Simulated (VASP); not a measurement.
# NaH: restarted molecular dynamics, 2 variants

NaH, Pm-3m (no. 221), 16 atoms in the cell. PBE, molecular dynamics; PAW potentials Na, H (PBE set).

| Restart from | Temperature at the end (K) | The same without a restart (K) | Potential energy at the end (eV/atom) | The same without a restart (eV/atom) | Electronic steps in the first step after the restart | Time (s) |
|---|---|---|---|---|---|---|
| CONTCAR with velocities, WAVECAR read | 182.0 | 182.0 | -2.35128 | -2.35128 | 4 | 201 |
| CONTCAR with velocities, no WAVECAR | 182.0 | 182.0 | -2.35128 | -2.35128 | 12 | 212 |

Limits: 30 fs of 16 atoms are too short for converged averages.

## Input of the first row

INCAR.step1:
```
GGA      = PE             # functional
PREC     = Normal         # precision mode
ENCUT    = 250            # plane-wave cutoff, eV
EDIFF    = 1E-6           # SCF threshold, eV
NELMIN   = 4            
NELM     = 60             # most SCF steps
ALGO     = Normal         # electronic algorithm
LREAL    = Auto         
LASPH    = True           # aspherical terms in the spheres
ISMEAR   = 0              # smearing method
SIGMA    = 0.05           # smearing width, eV
ISYM     = 0            
LWAVE    = True           # write WAVECAR
LCHARG   = False          # write CHGCAR
IBRION   = 0              # ionic algorithm
NSW      = 30             # ionic steps
POTIM    = 0.5            # step
TEBEG    = 600          
ISIF     = 2              # what is computed and relaxed
RANDOM_SEED= 649163 0 0   
MDALGO   = 1            
ANDERSEN_PROB= 0.0          
KPAR     = 2             
```

INCAR.step2, as INCAR.step1 but for:
```
- LWAVE = True
+ LWAVE = False
```

KPOINTS:
```
k-points
0
Monkhorst-Pack
  2 2 2
```

POSCAR.step1:
```
NaH
1.0
    5.9102480000      0.0000000000      0.0000000000
    0.0000000000      5.9102480000      0.0000000000
    0.0000000000      0.0000000000      5.9102480000
Na H
8 8
Direct
    0.0000000000      0.0000000000      0.0000000000
    0.0000000000      0.0000000000      0.5000000000
    0.0000000000      0.5000000000      0.0000000000
    0.0000000000      0.5000000000      0.5000000000
    0.5000000000      0.0000000000      0.0000000000
    0.5000000000      0.0000000000      0.5000000000
    0.5000000000      0.5000000000      0.0000000000
    0.5000000000      0.5000000000      0.5000000000
    0.2500000000      0.2500000000      0.2500000000
    0.2500000000      0.2500000000      0.7500000000
    0.2500000000      0.7500000000      0.2500000000
    0.2500000000      0.7500000000      0.7500000000
    0.7500000000      0.2500000000      0.2500000000
    0.7500000000      0.2500000000      0.7500000000
    0.7500000000      0.7500000000      0.2500000000
    0.7500000000      0.7500000000      0.7500000000
```

Commands (each step's output is kept before the next begins):
```
cat potpaw_PBE.64/Na/POTCAR potpaw_PBE.64/H/POTCAR > POTCAR
cp INCAR.step1 INCAR
cp POSCAR.step1 POSCAR
mpirun -np 2 vasp_std > vasp.out
cp CONTCAR POSCAR
cp INCAR.step2 INCAR
mpirun -np 2 vasp_std > vasp.out
```

Changes of the last row against the first:
```
(step 1)
- LWAVE = True
+ LWAVE = False
```

VASP 6.6.1 took 201 s on 2 cores (AMD EPYC 7571), a shared host.
